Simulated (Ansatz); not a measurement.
Records of electronic-structure calculations.

## Quasiparticle gap of MgO (Fm-3m)

Symmetry: Fm-3m, No. 225, cubic system. The conventional cell has a = 4.194 Å, b = 4.194 Å, c = 4.194 Å, α = 90.00°, β = 90.00°, γ = 90.00°. Mg has 6 O at 2.10 Å nearest. Nearest to O lie 6 Mg at 2.10 Å. Farther neighbours and most contacts between anions are not listed.

```xyz
2
Lattice="0.0000 2.0970 2.0970 2.0970 0.0000 2.0970 2.0970 2.0970 0.0000" Properties=species:S:1:pos:R:3 pbc="T T T"
Mg    0.0000    0.0000    0.0000
O     2.0970    2.0970    2.0970
```

```
method                                             : DFT, PBE, plane waves, PAW; PAW set soft_1 (and 1 further level or step)
program                                            : Ansatz 0.2.0
settings of one run                                : cutoff 420 eV, 10×10×10 k-mesh, smearing width 0.02 eV, PAW set soft 1
cost                                               : 2 runs, 22 s in all on 1 × NVIDIA H100 80GB HBM3 (shared by 3 runs) with 4 threads of AMD EPYC 7R13 (Zen 3), shared host (the runs of this entry)
notes                                              : The cell and positions are those that the Materials Project relaxed with its own functionals (PBE, PBE+U or r2SCAN), kept fixed. From 32 bands and 69 eV to 154 bands and 230 eV the gap moves by 7.414 − 6.993 = +0.421 eV (rung by rung 6.993, 7.263, 7.414 eV); bands and screening cutoff rise together, so their parts are not told apart. A line in one over the bands through the two highest rungs gives 7.414 + (7.414 − 7.263) × 75 / (154 − 75) = 7.557 eV, and through the pair below 7.263 + (7.263 − 6.993) × 32 / (75 − 32) = 7.464 eV. The two differ by 0.093 eV, not under the 0.030 eV asked, so the law does not hold well over these rungs and the limit is not known. The differences hold parts that these runs do not separate: finite bands, cutoffs and mesh, points of the zone that were not corrected, the start of G0W0, spin-orbit coupling missing from it, static nuclei, no electron-hole attraction, a cell that is not a measured one, and what each experiment reads as the gap. How much each gives is not known from the steps shown.
PBE gap over mesh and path                         : 4.873 eV, direct, at k = Γ
G0W0@PBE gap over 14 of 29 irreducible mesh points : 7.414 eV, direct, at k = Γ
GW settings                                        : 8×8×8 mesh, 146 empty bands, screening to 230 eV, PAW set soft_1 files
known limits                                       : finite bands, screening cutoff and k mesh; no spin-orbit coupling in G0W0
```

Over 14 of 29 irreducible mesh points the G0W0 gap is 7.414 eV, direct, at k = Γ. The PBE gap of this run on the mesh is 4.873 eV. The two states that bound the G0W0 gap lie that far apart at the start, so the correction of the gap is 7.414 − 4.873 = +2.541 eV. The valence state moves by 6.684 − 8.216 = −1.532 eV and the conduction state by 14.098 − 13.089 = +1.009 eV, on the run's own scale; with 32 bands the edge states move by −0.931 and +1.190 eV, so the split between the edges depends on the bands and cutoff.

## Quasiparticle gap of MgO (Fm-3m)

It takes space group Fm-3m (No. 225, cubic). The conventional cell has a = 4.194 Å, b = 4.194 Å, c = 4.194 Å, α = 90.00°, β = 90.00°, γ = 90.00°. Mg has 6 O at 2.10 Å nearest. Nearest to O lie 6 Mg at 2.10 Å. Farther neighbours and most contacts between anions are not listed.

```xyz
2
Lattice="0.0000 2.0970 2.0970 2.0970 0.0000 2.0970 2.0970 2.0970 0.0000" Properties=species:S:1:pos:R:3 pbc="T T T"
Mg    0.0000    0.0000    0.0000
O     2.0970    2.0970    2.0970
```

```
method                                               : G0W0 on HSE06, plane waves, PAW; PAW set soft_1 (and 1 further level or step)
program                                              : Ansatz 0.2.0
settings of one run                                  : cutoff 420 eV, 8×8×8 k-mesh, PAW set soft 1, empty bands 146, screening cutoff 230 eV, screening contour deformation, QP bands (v2, c2)
cost                                                 : 2 runs, 35 s in all on 1 × NVIDIA H100 80GB HBM3 (shared by 3 runs) with 4 threads of AMD EPYC 7R13 (Zen 3), shared host (the runs of this entry)
notes                                                : In doubt: masses and optical values from hybrid runs of this build are listed as unsure (in some of the runs), which bears on the screening that GW takes from such a start. The cell and positions are those that the Materials Project relaxed with its own functionals (PBE, PBE+U or r2SCAN), kept fixed. The differences hold parts that these runs do not separate: finite bands, cutoffs and mesh, points of the zone that were not corrected, the start of G0W0, spin-orbit coupling missing from it, static nuclei, no electron-hole attraction, a cell that is not a measured one, and what each experiment reads as the gap. How much each gives is not known from the steps shown.
HSE06 gap over mesh and listed points                : 6.625 eV, direct, at k = Γ
G0W0@HSE06 gap over 12 of 29 irreducible mesh points : 8.272 eV, direct, at k = Γ
GW settings                                          : 8×8×8 mesh, 146 empty bands, screening to 230 eV, PAW set soft_1 files
known limits                                         : finite bands, screening cutoff and k mesh; no spin-orbit coupling in G0W0
```

Over 12 of 29 irreducible mesh points the G0W0 gap is 8.272 eV, direct, at k = Γ. The HSE06 gap of this run on the mesh is 6.624 eV. The two states that bound the G0W0 gap lie that far apart at the start, so the correction of the gap is 8.272 − 6.624 = +1.648 eV. The valence state moves by 6.164 − 6.957 = −0.793 eV and the conduction state by 14.436 − 13.581 = +0.855 eV, on the run's own scale; how far single levels stand from their limit in bands is not shown.

[Paths, hosts, dates, memory and timing lines, banners, echoed tables and standing remarks are left out of the program output.]

[Logs are printed without paths, hosts, clocks, repeated set-up lines and the standing remarks that a program may print on its own settings, such as how far it seeks lower states.]

[Runs of the session that timed out or met a known fault of the program may be left out.]

[Cells called generated may have been cut or substituted from an entry of the Crystallography Open Database or the Materials Project.]

[Hosts, paths, dates, database ids (printed as entryN), source tags and the programs' standing remarks are cut or masked in the printed files.]
